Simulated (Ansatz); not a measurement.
# CuO (Tenorite) (C2/c) in Ansatz: further runs

Runs on CuO (Tenorite). Level: LDA. Tasks: band structure, single point, equation of state.

All numbers are computed with Ansatz 0.2.0; they aren't measurements. Logs are shortened: lines on timing, memory, paths and dates and some standing lists are left out, and cuts for length are marked.

## 1. The crystal as given

The structure is monoclinic, space group C2/c (No. 15). Conventional cell: a = 4.684 Å, b = 3.423 Å, c = 5.129 Å, α = 90.00°, β = 99.54°, γ = 90.00°. Cu (site symmetry -1) has 4 O at 1.95 to 1.96 Å as nearest neighbours. Around O (site symmetry 2) lie 4 Cu at 1.95 to 1.96 Å.

## 2. Band structure, LDA

Contents of input.yaml:

```yaml
crystal:
  lattice:
    - [2.34185, -1.7113, 0.0]
    - [2.34185, 1.7113, 0.0]
    - [-0.8500274268, 0.0, 5.0578693947]
  atoms:
    - { symbol: Cu, position: [0.5, 0.0, 0.5] }
    - { symbol: Cu, position: [0.0, 0.5, 0.0] }
    - { symbol: O, position: [0.4184, 0.5816, 0.75] }
    - { symbol: O, position: [0.5816, 0.4184, 0.25] }
hamiltonian:
  xc: lda
  pseudopotentials: { kind: paw }
kpoints:
  mp_grid: { grid: [10, 10, 5] }
  band_path:
    path:
      - [[0.0, 0.0, 0.0], [-0.5, -0.5, 0.0], [-0.5247847702, -0.5247847702, 0.3275098836], [-0.5, -0.5, 0.5], [-0.6335075857, -0.3664924143, 0.5]]
      - [[-0.3664924143, 0.3664924143, 0.5], [0.0, 0.0, 0.5], [-0.4752152298, -0.4752152298, 0.6724901164]]
      - [[-0.5, -0.5, 0.0], [-0.612731633, -0.387268367, 0.0]]
      - [[-0.387268367, 0.387268367, 0.0], [0.0, 0.0, 0.0], [-0.5, 0.0, 0.0]]
      - [[-0.5, 0.0, 0.5], [0.0, 0.0, 0.0]]
    npoints: 14
scf:
  occupations: { method: fermi_dirac, width: 0.05 }
  n_extra_bands: 10
output:
  forces: true
  stress: true
  eigenvalues: true
  fatbands: true
```

Potentials or basis: Ansatz PAW.

Command:

```bash
$ ansatz run input.yaml --threads 2 --pin off --max-ram 5632MiB --backend cpu --events-out ev --progress --plain --runs-dir out
```

Output:

```text
Warning: RAYON_NUM_THREADS=2 ignored (pool sized by the plan → 2); use --threads N
scf.n_extra_bands = 10 over 25 filled bands (N_el = 50.0): the run solves 35 bands
Engine: ansatz 0.2.0, aarch64-unknown-linux-gnu
Pseudopotentials: kind: paw
Pseudopotential: Cu, paw, valence charge 19, recommended cutoff 420 eV (normal), Cu.paw.azcp
Pseudopotential: O, paw, valence charge 6, recommended cutoff 420 eV (normal), O.paw.azcp
Functional definition: SPW92
  exchange = slater_x
  correlation = pw_c
Crystal: 4 atoms, lattice volume = 40.540 Å³
Basis set: ecut = 420 eV, 787 PW (Γ)
Bands: 35, of which v1, the nominal top of the filled ones, is band 25 counted from 1 (24 counted from 0)
Symmetry: 4 space group operations
Space group: C2/c (ITA 15), of the structure as read, at distance tolerance 3.4e-5 Å
k-points: 141 of 500
Non-local potential: Cu, projectors of the file, l = 0: 3, l = 1: 2, l = 2: 3, l = 3: 1
Non-local potential: O, projectors of the file, l = 0: 2, l = 1: 2, l = 2: 1
PAW form: soft (Blöchl's): semilocal exchange-correlation on the pseudo side does not see the compensation charge
PAW frozen core: Cu, regenerated for the run's functional, and the local potential with it (the file was generated under x = pbe(κ = 0.804, μ = 0.2195149727645171), c = pbe(β = 0.06672455060314922))
PAW frozen core: O, regenerated for the run's functional, and the local potential with it (the file was generated under x = pbe(κ = 0.804, μ = 0.2195149727645171), c = pbe(β = 0.06672455060314922))
PAW one-centre angular grid: Cu, 590 points (default); XC on 64 Gauss nodes
PAW one-centre angular grid: O, 110 points (default); XC on 64 Gauss nodes
Initial density: superposition of atomic densities (neutral atoms: chi_scale 0, normalization atom), corrected by the library's trained network
Initial wavefunctions: pseudopotential atomic-orbital guess
Functional: x = slater, c = lda
SCF iter   1: F=—  HF=-14219.187389 eV  |F-HF|=—  |Δ(HF+E_count)|=         —  Δρ=2.34e-2  dr2=1.43e-1  ethr=1.77e-3  ⟨swp⟩=5.5  Hψ=18536  notcnv=0  defer=103
preconditioner: auto → Kerker (q_TF=auto, 2.825 Å⁻¹)  [metal: Δε(μ)=0.011 eV  Ē_g=15.499 eV  σ=0.050 eV  W_gap=0.05  n_scr=20 (ndim 8)  ℏωp=34.0 eV  f_vac=0.000  D(μ)=2.30/eV (n_scr^D=26)]
SCF iter   2: F=—  HF=-14219.149796 eV  |F-HF|=—  |Δ(HF+E_count)|=   3.76e-2  Δρ=9.77e-3  dr2=3.66e-2  ethr=2.86e-4  ⟨swp⟩=2.3  Hψ=8432  notcnv=0  defer=455
SCF iter   3: F=—  HF=-14219.141943 eV  |F-HF|=—  |Δ(HF+E_count)|=   7.85e-3  Δρ=3.95e-3  dr2=5.62e-3  ethr=7.31e-5  ⟨swp⟩=2.2  Hψ=5788  notcnv=0  defer=455
SCF iter   4: F=—  HF=-14219.140397 eV  |F-HF|=—  |Δ(HF+E_count)|=   1.55e-3  Δρ=1.08e-3  dr2=3.55e-4  ethr=1.12e-5  ⟨swp⟩=2.6  Hψ=6890  notcnv=0  defer=455
SCF iter   5: F=—  HF=-14219.140311 eV  |F-HF|=—  |Δ(HF+E_count)|=   8.61e-5  Δρ=2.51e-4  dr2=2.99e-5  ethr=7.10e-7  ⟨swp⟩=1.7  Hψ=6096  notcnv=0  defer=455
SCF iter   6: F=—  HF=-14219.140299 eV  |F-HF|=—  |Δ(HF+E_count)|=   1.14e-5  Δρ=5.98e-5  dr2=1.13e-6  ethr=5.97e-8  ⟨swp⟩=2.4  Hψ=6637  notcnv=0  defer=455
SCF iter   7: F=—  HF=-14219.140299 eV  |F-HF|=—  |Δ(HF+E_count)|=   6.35e-8  Δρ=2.98e-5  dr2=3.66e-7  ethr=2.26e-9  ⟨swp⟩=2.2  Hψ=6929  notcnv=0  defer=455
SCF iter   8: F=-14219.140299 eV  HF=-14219.140299 eV  |F-HF|=3.27e-8  |Δ(HF+E_count)|=   8.75e-8  Δρ=7.46e-6  dr2=1.92e-8  ethr=2.00e-10  ⟨swp⟩=7.1  Hψ=23184  notcnv=0
SCF 1 converged in 8 iterations: F = -14219.140299 eV  dr2 = 1.92e-8
NSCF: frozen V_eff on 145 k-points
SCF converged after 8 iterations
Free energy (F): -14219.140299 eV
Harris-Foulkes:  -14219.140299 eV  (|F-HF|=3.27e-8)
Internal energy: -14219.120965 eV  (E = F + TS)
E sigma→0 (E₀):  -14219.130632 eV
Entropy (-TS):   -0.019334 eV (-4.833 meV/atom)
Fermi energy:    11.779339 eV
--- Per-component energies (eV) ---
  E_band       = -868.090519
  E_kinetic    = 940.798479
  E_local      = -9664.371759  (includes V_loc(G=0)·N_el)
  E_nonlocal   = 889.998121
  E_hartree    = 4175.104685
  E_xc         = -320.100632
  E_vxc        = -413.509058  (∫ρ·V_xc dr)
  E_paw        = -3477.320602  (= ΣΔE_a)
  E_vpaw       = -971.232685  (= ΣTr[D̂ρ^β])
  E_aug_tail   = 0.005512  (compensation charges beyond the density's cutoff)
  E_ewald      = -6764.327933
  E_core_change = 1.093163  (= ΣΔE_core)
  E_smearing   = -0.019334  (= −TS)
  E_closure    = -0.000000  (closes the sum)
  Σ components = -14219.140299   (vs F -14219.140299, Δ=0.00e0)
--- Forces (eV/Å), atoms counted from 1 ---
  atom   1  Cu     0.00000000     0.00000000     0.00000000
  atom   2  Cu     0.00000000     0.00000000     0.00000000
  atom   3  O      0.00000000    -0.47300636    -0.00000000
  atom   4  O      0.00000000     0.47300636     0.00000000
  max |Σ_I F_I| component: 6.31e-30 eV/Å
--- Stress (GPa, compression-positive) ---
      -10.630923      -0.000000       0.265408
       -0.000000      -5.629177      -0.000000
        0.265391      -0.000000     -12.530582
  P = ⅓ Tr σ = -9.5969 GPa (-95.969 kbar)
--- Band table (eV; the first three rows and the last of 141) ---
  k-point 0: bands = ["-99.9513", "-99.9507", "-57.9290", "-57.9288", "-57.8934", "-57.8844", "-57.4824", "-57.4818", "-7.9075", "-6.5025", "3.5225", "6.1557", "6.5656", "8.4424", "8.6684", "8.6743", "8.6886", "8.8059", "9.0967", "9.1682", "9.3970", "9.5733", "9.6309", "10.1436", "12.0010", "12.7252", "13.4794", "17.7027", "19.8113", "24.9199", "27.3268", "27.9696", "28.3807", "28.5313", "29.5811"]
  k-point 1: bands = ["-99.9513", "-99.9507", "-57.9290", "-57.9288", "-57.8926", "-57.8853", "-57.4823", "-57.4819", "-7.7953", "-6.6660", "3.9123", "6.2370", "6.5944", "7.8499", "8.1175", "8.1854", "8.8221", "9.0074", "9.2715", "9.2962", "9.5048", "9.7002", "9.8769", "10.0363", "11.9635", "12.5670", "14.0086", "17.1680", "20.6305", "24.9688", "26.7518", "26.8523", "28.4150", "28.8373", "30.0404"]
  k-point 2: bands = ["-99.9511", "-99.9509", "-57.9289", "-57.9288", "-57.8903", "-57.8875", "-57.4822", "-57.4820", "-7.4843", "-7.0572", "4.9597", "6.3680", "6.4431", "6.6360", "7.7425", "7.8054", "8.9777", "9.0714", "9.3505", "9.4304", "9.4749", "9.7006", "10.1620", "10.2739", "11.9212", "12.1912", "15.1011", "16.2071", "22.3204", "24.2547", "25.7271", "26.1585", "28.6406", "28.9358", "29.9526"]
  k-point 140: bands = ["-99.9496", "-99.9495", "-57.9428", "-57.9415", "-57.8894", "-57.8874", "-57.4911", "-57.4902", "-6.4305", "-6.3177", "4.8661", "5.3824", "6.0934", "6.1638", "6.5514", "6.9504", "8.9329", "9.2298", "9.5392", "9.5617", "10.0614", "10.0663", "10.4554", "10.5518", "11.0782", "11.7294", "16.3005", "17.4648", "20.2654", "20.9640", "24.3782", "24.4783", "27.2719", "27.4414", "27.7192"]
```

It took 9.4 s on 2 threads of Arm Neoverse V1, shared host; peak memory 0.41 GiB.

Results:

- Free energy: -14219.1403 eV
- Pressure: -9.6 GPa
- Largest force: 0.473 eV/Å
- Band gap on the k mesh: none (metal or under the smearing width)

Forces on the atoms (eV/Å):
```
Cu   0.000  0.000  0.000
Cu   0.000  0.000  0.000
O    0.000 -0.473  0.000
O    0.000  0.473  0.000
```

Levels at the corners of the path, in eV from the Fermi level:
| point | band 21 | band 22 | band 23 | band 24 | band 25 | band 26 | band 27 | band 28 | band 29 | band 30 |
| --- | --- | --- | --- | --- | --- | --- | --- | --- | --- | --- |
| Γ | -2.38 | -2.21 | -2.15 | -1.64 | 0.22 | 0.95 | 1.70 | 5.92 | 8.03 | 13.14 |
| Y | -2.12 | -2.12 | -1.68 | -1.20 | -0.64 | 1.07 | 3.21 | 6.91 | 8.35 | 9.85 |
| F | -1.89 | -1.83 | -1.33 | -1.31 | -0.66 | 0.18 | 4.12 | 6.01 | 8.53 | 9.35 |
| L | -1.64 | -1.64 | -1.29 | -1.29 | -0.43 | -0.43 | 5.08 | 5.08 | 8.84 | 8.84 |
| I | -1.79 | -1.79 | -1.48 | -1.48 | -0.29 | -0.29 | 5.72 | 5.72 | 8.93 | 8.93 |
| I1 | -1.79 | -1.79 | -1.48 | -1.48 | -0.29 | -0.29 | 5.72 | 5.72 | 8.93 | 8.93 |
| Z | -2.21 | -2.21 | -1.49 | -1.49 | 0.24 | 0.24 | 3.89 | 3.89 | 11.52 | 11.52 |
| F1 | -1.89 | -1.83 | -1.33 | -1.31 | -0.66 | 0.18 | 4.12 | 6.01 | 8.53 | 9.35 |
| Y | -2.12 | -2.12 | -1.68 | -1.20 | -0.64 | 1.07 | 3.21 | 6.91 | 8.35 | 9.85 |
| X1 | -2.06 | -1.99 | -1.39 | -1.33 | -1.29 | 0.89 | 4.75 | 7.04 | 7.50 | 9.71 |
| X | -2.06 | -1.99 | -1.39 | -1.33 | -1.29 | 0.89 | 4.75 | 7.04 | 7.50 | 9.71 |
| Γ | -2.38 | -2.21 | -2.15 | -1.64 | 0.22 | 0.95 | 1.70 | 5.92 | 8.03 | 13.14 |
| N | -2.02 | -1.58 | -1.49 | -1.40 | -0.01 | 0.25 | 4.71 | 6.19 | 6.84 | 10.94 |
| M | -2.18 | -2.13 | -1.72 | -1.59 | -0.08 | 0.75 | 4.99 | 6.41 | 7.91 | 8.43 |
| Γ | -2.38 | -2.21 | -2.15 | -1.64 | 0.22 | 0.95 | 1.70 | 5.92 | 8.03 | 13.14 |

Caveat: the pressure holds a Pulay correction of +0.9 GPa for the finite cutoff; the run has no spin polarisation, though such a crystal can be magnetic; semilocal functionals often make such compounds metallic where correlation or magnetic order opens a gap, which also shifts bond lengths; the PAW data sets come from PBE, with cores solved anew for the run's functional, which leaves a small shift of forces and pressure. With open d or f shells a metallic result of LDA can be an artefact of self-interaction; +U or a hybrid may open a gap.

## 3. Single point, LDA, 9.53 Å³/atom (volume scaled by 0.94)

Contents of input.yaml:

```yaml
crystal:
  lattice:
    - [2.2940437287, -1.6763657078, 0.0]
    - [2.2940437287, 1.6763657078, 0.0]
    - [-0.8326750593, 0.0, 4.9546185987]
  atoms:
    - { symbol: Cu, position: [0.5, 0.0, 0.5] }
    - { symbol: Cu, position: [0.0, 0.5, 0.0] }
    - { symbol: O, position: [0.4184, 0.5816, 0.75] }
    - { symbol: O, position: [0.5816, 0.4184, 0.25] }
hamiltonian:
  xc: lda
  pseudopotentials: { kind: paw }
kpoints:
  mp_grid: { grid: [10, 10, 5] }
scf:
  occupations: { method: fermi_dirac, width: 0.05 }
output:
  forces: true
  stress: true
  eigenvalues: true
  write_density: true
  write_potential: true
  elf: true
  volumetric_format: npy
```

Potentials or basis: Ansatz PAW.

Command:

```bash
$ ansatz run input.yaml --threads 2 --pin off --max-ram 5632MiB --backend cpu --events-out ev --progress --plain --runs-dir out
```

Output:

```text
Warning: RAYON_NUM_THREADS=2 ignored (pool sized by the plan → 2); use --threads N
[... 7 set-up lines as earlier in the session ...]
Crystal: 4 atoms, lattice volume = 38.108 Å³
Basis set: ecut = 420 eV, 759 PW (Γ)
Bands: 30, of which v1, the nominal top of the filled ones, is band 25 counted from 1 (24 counted from 0)
[... 2 set-up lines as earlier in the session ...]
k-points: 141 of 500
[... 10 set-up lines as earlier in the session ...]
SCF iter   1: F=—  HF=-14219.247034 eV  |F-HF|=—  |Δ(HF+E_count)|=         —  Δρ=2.34e-2  dr2=1.29e-1  ethr=1.77e-3  ⟨swp⟩=5.8  Hψ=14655  notcnv=0
preconditioner: auto → Kerker (q_TF=auto, 2.855 Å⁻¹)  [metal: Δε(μ)=0.021 eV  Ē_g=11.547 eV  σ=0.050 eV  W_gap=0.10  n_scr=18 (ndim 8)  ℏωp=35.1 eV  f_vac=0.000  D(μ)=2.18/eV (n_scr^D=20)]
SCF iter   2: F=—  HF=-14219.210215 eV  |F-HF|=—  |Δ(HF+E_count)|=   3.68e-2  Δρ=8.85e-3  dr2=2.68e-2  ethr=2.57e-4  ⟨swp⟩=2.1  Hψ=7622  notcnv=0
SCF iter   3: F=—  HF=-14219.203947 eV  |F-HF|=—  |Δ(HF+E_count)|=   6.27e-3  Δρ=3.73e-3  dr2=4.19e-3  ethr=5.37e-5  ⟨swp⟩=2.7  Hψ=6916  notcnv=0
SCF iter   4: F=—  HF=-14219.202752 eV  |F-HF|=—  |Δ(HF+E_count)|=   1.20e-3  Δρ=1.05e-3  dr2=2.87e-4  ethr=8.38e-6  ⟨swp⟩=2.6  Hψ=6401  notcnv=0
SCF iter   5: F=—  HF=-14219.202691 eV  |F-HF|=—  |Δ(HF+E_count)|=   6.11e-5  Δρ=2.42e-4  dr2=2.15e-5  ethr=5.74e-7  ⟨swp⟩=2.3  Hψ=6656  notcnv=0
SCF iter   6: F=—  HF=-14219.202687 eV  |F-HF|=—  |Δ(HF+E_count)|=   3.92e-6  Δρ=4.54e-5  dr2=6.28e-7  ethr=4.30e-8  ⟨swp⟩=2.4  Hψ=6462  notcnv=0
SCF iter   7: F=—  HF=-14219.202687 eV  |F-HF|=—  |Δ(HF+E_count)|=   1.08e-7  Δρ=2.55e-5  dr2=2.39e-7  ethr=2.00e-10  ⟨swp⟩=9.0  Hψ=31750  notcnv=0
SCF iter   8: F=-14219.202687 eV  HF=-14219.202687 eV  |F-HF|=1.72e-8  |Δ(HF+E_count)|=   6.41e-8  Δρ=6.15e-6  dr2=1.29e-8  ethr=2.00e-10  ⟨swp⟩=7.0  Hψ=25386  notcnv=0
SCF 1 converged in 8 iterations: F = -14219.202687 eV  dr2 = 1.29e-8
SCF converged after 8 iterations
Free energy (F): -14219.202687 eV
Harris-Foulkes:  -14219.202687 eV  (|F-HF|=1.72e-8)
Internal energy: -14219.184245 eV  (E = F + TS)
E sigma→0 (E₀):  -14219.193466 eV
Entropy (-TS):   -0.018442 eV (-4.611 meV/atom)
Fermi energy:    13.073549 eV
--- Per-component energies (eV) ---
  E_band       = -818.069417
  E_kinetic    = 944.939731
  E_local      = -9435.127396  (includes V_loc(G=0)·N_el)
  E_nonlocal   = 890.000316
  E_hartree    = 4083.818095
  E_xc         = -321.856532
  E_vxc        = -415.819880  (∫ρ·V_xc dr)
  E_paw        = -3476.765116  (= ΣΔE_a)
  E_vpaw       = -969.711368  (= ΣTr[D̂ρ^β])
  E_aug_tail   = 0.005302  (compensation charges beyond the density's cutoff)
  E_ewald      = -6905.291809
  E_core_change = 1.093163  (= ΣΔE_core)
  E_smearing   = -0.018442  (= −TS)
  E_closure    = -0.000000  (closes the sum)
  Σ components = -14219.202687   (vs F -14219.202687, Δ=0.00e0)
--- Forces (eV/Å), atoms counted from 1 ---
  atom   1  Cu    -0.00000000    -0.00000000     0.00000000
  atom   2  Cu     0.00000000     0.00000000     0.00000000
  atom   3  O      0.00000000    -0.27303005     0.00000000
  atom   4  O      0.00000000     0.27303005     0.00000000
  max |Σ_I F_I| component: 6.31e-30 eV/Å
--- Stress (GPa, compression-positive) ---
        1.553592       0.000000      -1.319823
        0.000000       3.447080       0.000000
       -1.319839       0.000000       1.189734
  P = ⅓ Tr σ = 2.0635 GPa (20.635 kbar)
--- Band table (eV; the first three rows and the last of 141) ---
  k-point 0: bands = ["-98.8808", "-98.8798", "-56.8632", "-56.8630", "-56.8254", "-56.8131", "-56.4130", "-56.4123", "-7.2398", "-5.6476", "4.1616", "6.9580", "7.3867", "9.4010", "9.6476", "9.6618", "9.6652", "9.8094", "10.1189", "10.2053", "10.4584", "10.6586", "10.7227", "11.2928", "13.2974", "14.0771", "15.0119", "19.0588", "21.4780", "26.4713"]
  k-point 1: bands = ["-98.8807", "-98.8799", "-56.8631", "-56.8629", "-56.8243", "-56.8143", "-56.4130", "-56.4124", "-7.1149", "-5.8370", "4.5874", "7.0470", "7.4215", "8.7832", "9.0601", "9.1181", "9.8254", "10.0175", "10.3167", "10.3589", "10.5750", "10.7931", "10.9876", "11.1727", "13.2464", "13.9041", "15.5389", "18.6080", "22.2320", "26.5131"]
  k-point 2: bands = ["-98.8804", "-98.8801", "-56.8630", "-56.8629", "-56.8212", "-56.8174", "-56.4128", "-56.4126", "-6.7670", "-6.2848", "5.7187", "7.2179", "7.2718", "7.4796", "8.6417", "8.7050", "9.9894", "10.0907", "10.4076", "10.5090", "10.5505", "10.8077", "11.2886", "11.4143", "13.1950", "13.4915", "16.6296", "17.7147", "23.8892", "25.8057"]
  k-point 140: bands = ["-98.8783", "-98.8782", "-56.8817", "-56.8799", "-56.8196", "-56.8171", "-56.4246", "-56.4234", "-5.5680", "-5.4535", "5.5820", "6.1383", "6.8589", "6.9601", "7.3855", "7.7972", "9.9274", "10.2616", "10.6330", "10.6590", "11.1790", "11.1950", "11.6257", "11.7448", "12.3469", "13.0381", "17.4959", "18.7394", "21.8755", "22.6716"]
```

rho_z.tsv:

```text
# z_ang	rho[e/angstrom^3]
# format = ansatz-planar-average/11
# lattice	2.294043729	-1.676365708	0.000000000
# lattice	2.294043729	1.676365708	0.000000000
# lattice	-0.832675059	0.000000000	4.954618599
# sites	4
# site	29	0.730684335	-0.838182854	2.477309299
# site	29	1.147021864	0.838182854	0.000000000
# site	8	1.669537434	0.273582884	3.715963949
# site	8	2.085874964	-0.273582884	1.238654650
0.000000	3.484162e0
0.139558	2.987813e0
0.279117	1.959406e0
0.418675	1.114625e0
0.558233	6.826365e-1
0.697792	5.593739e-1
0.837350	6.209191e-1
0.976909	7.675728e-1
1.116467	8.993041e-1
1.256025	9.499235e-1
1.395584	8.993041e-1
1.535142	7.675728e-1
1.674700	6.209191e-1
1.814259	5.593739e-1
1.953817	6.826365e-1
2.093376	1.114625e0
2.232934	1.959406e0
2.372492	2.987813e0
2.512051	3.484162e0
2.651609	2.987813e0
2.791167	1.959406e0
2.930726	1.114625e0
3.070284	6.826365e-1
3.209842	5.593739e-1
3.349401	6.209191e-1
3.488959	7.675728e-1
3.628518	8.993041e-1
3.768076	9.499235e-1
3.907634	8.993041e-1
4.047193	7.675728e-1
4.186751	6.209191e-1
4.326309	5.593739e-1
4.465868	6.826365e-1
4.605426	1.114625e0
4.744984	1.959406e0
4.884543	2.987813e0
```

v_z.tsv:

```text
# z_ang	v_es[eV]	v_tot[eV]
# format = ansatz-planar-average/11
# xc	lda
# density_cutoff_ev	1680
# datasets	Cu=:simpson_from_first_knot:soft:shift=-2679975	O=:simpson_from_first_knot:soft:shift=-566719
# lattice	2.294043729	-1.676365708	0.000000000
# lattice	2.294043729	1.676365708	0.000000000
# lattice	-0.832675059	0.000000000	4.954618599
# sites	4
# site	29	0.730684335	-0.838182854	2.477309299
# site	29	1.147021864	0.838182854	0.000000000
# site	8	1.669537434	0.273582884	3.715963949
# site	8	2.085874964	-0.273582884	1.238654650
0.000000	1.003446e0	-1.155745e1
0.139558	1.433481e0	-1.103081e1
0.279117	2.691534e0	-9.539806e0
0.418675	4.788711e0	-7.207348e0
0.558233	7.117646e0	-4.759784e0
0.697792	8.412393e0	-3.504689e0
0.837350	8.729253e0	-3.346422e0
0.976909	8.316826e0	-3.957922e0
1.116467	7.585440e0	-4.852584e0
1.256025	7.267431e0	-5.234029e0
1.395584	7.585440e0	-4.852584e0
1.535142	8.316826e0	-3.957922e0
1.674700	8.729253e0	-3.346422e0
1.814259	8.412393e0	-3.504689e0
1.953817	7.117646e0	-4.759784e0
2.093376	4.788711e0	-7.207348e0
2.232934	2.691534e0	-9.539806e0
2.372492	1.433481e0	-1.103081e1
2.512051	1.003446e0	-1.155745e1
2.651609	1.433481e0	-1.103081e1
2.791167	2.691534e0	-9.539806e0
2.930726	4.788711e0	-7.207348e0
3.070284	7.117646e0	-4.759784e0
3.209842	8.412393e0	-3.504689e0
3.349401	8.729253e0	-3.346422e0
3.488959	8.316826e0	-3.957922e0
3.628518	7.585440e0	-4.852584e0
3.768076	7.267431e0	-5.234029e0
3.907634	7.585440e0	-4.852584e0
4.047193	8.316826e0	-3.957922e0
4.186751	8.729253e0	-3.346422e0
4.326309	8.412393e0	-3.504689e0
4.465868	7.117646e0	-4.759784e0
4.605426	4.788711e0	-7.207348e0
4.744984	2.691534e0	-9.539806e0
4.884543	1.433481e0	-1.103081e1
```

Run time: 6.5 s. Hardware: 2 threads of Arm Neoverse V1, shared host; peak memory 0.4 GiB.

Results:

| Item | Value |
| --- | --- |
| Free energy | -14219.2027 eV |
| Pressure | 2.1 GPa |
| Largest force | 0.273 eV/Å |
| Band gap on the k mesh | none (metal or under the smearing width) |

Caveat: the pressure holds a Pulay correction of +1.0 GPa for the finite cutoff; the run has no spin polarisation, though such a crystal can be magnetic; semilocal functionals often make such compounds metallic where correlation or magnetic order opens a gap, which also shifts bond lengths; the PAW data sets come from PBE, with cores solved anew for the run's functional, which leaves a small shift of forces and pressure.

(Part 1 of 2 ends here.)
